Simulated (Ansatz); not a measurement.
Does the structure type survive?

All numbers below come from DFT r2SCAN, scalar-relativistic, plane waves, PAW (Ansatz). All cells share a 500 eV cutoff and Γ-centred k meshes spaced at most 0.3 Å⁻¹ (0.19 for metals, 2π included).

Each formula is placed on the named type at a guessed volume, then cell and atoms relax at zero pressure without lowering the symmetry. Keeping the type says nothing about stability against other structures or lower symmetry. Neighbours of an atom are counted within 25 % of the shortest distance of their pair. The atoms listed around a site end at a clear gap in distance instead, so their number can differ.

(1) Does Sn keep the simple hexagonal type (P6/mmm, No. 191)?

(2) Does Sn keep the hcp type (P6_3/mmc, No. 194)?

## Answers

(1) Yes: a = 3.238 Å, c = 3.033 Å. Sn has 2 Sn at 3.03 Å and 6 Sn at 3.24 Å.

(2) Yes: a = 3.325 Å, c = 5.642 Å. Sn is coordinated by 12 Sn at 3.32–3.41 Å.